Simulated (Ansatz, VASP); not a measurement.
**One calculation of Ir, two programs**

INCAR

```
PREC = Accurate ; ENCUT = 600
EDIFF = 1E-6 ; ISMEAR = 0
SIGMA = 0.1 ; LREAL = F
LASPH = T ; NELM = 100
ALGO = Normal ; ISIF = 3
LWAVE = F ; LCHARG = F
GGA = PE ; IBRION = 2
NSW = 90 ; EDIFFG = -0.04
```

Contents of KPOINTS:

```
Automatic mesh
0
Gamma
  6 6 4
```

The input POSCAR:

```
Ir
1.0
    3.4412818680      0.0000000000      0.0000000000
   -1.7206409340      2.9802375193      0.0000000000
    0.0000000000      0.0000000000      5.6781150822
Ir
4
Direct
    0.3333333333      0.6666666667      0.4375000000
    0.6666666667      0.3333333333      0.9375000000
    0.6666666667      0.3333333333      0.5625000000
    0.3333333333      0.6666666667      0.0625000000
```

Input for Ansatz:

```yaml
crystal:
  lattice:
    - [3.441281868, 0.0, 0.0]
    - [-1.720640934, 2.9802375193, 0.0]
    - [0.0, 0.0, 5.6781150822]
  atoms:
    - { symbol: Ir, position: [0.3333333333, 0.6666666667, 0.4375] }
    - { symbol: Ir, position: [0.6666666667, 0.3333333333, 0.9375] }
    - { symbol: Ir, position: [0.6666666667, 0.3333333333, 0.5625] }
    - { symbol: Ir, position: [0.3333333333, 0.6666666667, 0.0625] }
basis:
  ecutwfc: 420
kpoints:
  mp_grid: { grid: [6, 6, 4] }
hamiltonian:
  xc: pbe
scf:
  occupations: { method: gaussian, width: 0.1 }
  lower_state_search: "off"
output:
  forces: true
  stress: true
  eigenvalues: true
relax:
  adjacent_minimum: "off"
  f_tol: 0.04
  max_steps: 70
  cell: { stress_tol: 0.4 }
```

Alike in both runs: task relaxation of cell and atoms; functional PBE; k mesh 6 × 6 × 4; occupations gaussian, width 0.1 eV; no spin polarisation.

```csv
,VASP,Ansatz
version,VASP 6.6.1,Ansatz 0.2.0
potentials or method,"VASP PAW PBE potentials, release 64 (Ir)","scalar-relativistic, plane waves, PAW"
plane-wave cutoff (eV),600,420
valence electrons in the cell,36,68
```

Ansatz gave:

- gap on the k mesh at the Fermi level, each at its own relaxed structure (eV): none
- relaxed volume (Å³/atom): 21.71
- relaxed cell length with the largest relative difference (Å): 6.342
- energy change over the relaxation (meV/atom): -2896

**Question.** Estimate VASP's values.

**Answer.** gap on the k mesh at the Fermi level, each at its own relaxed structure (eV): none; relaxed volume (Å³/atom): 21.64; relaxed cell length with the largest relative difference (Å): 6.330; energy change over the relaxation (meV/atom): -2741.

A gap of «none» marks a metal or a gap that the smearing closes. The two sets of potentials don't hold the same shells in valence.

Caveats: the volume moved by over 15 % at a fixed basis, so the end points are rough. The runs have no spin-orbit coupling, so splittings on Ir are missing.
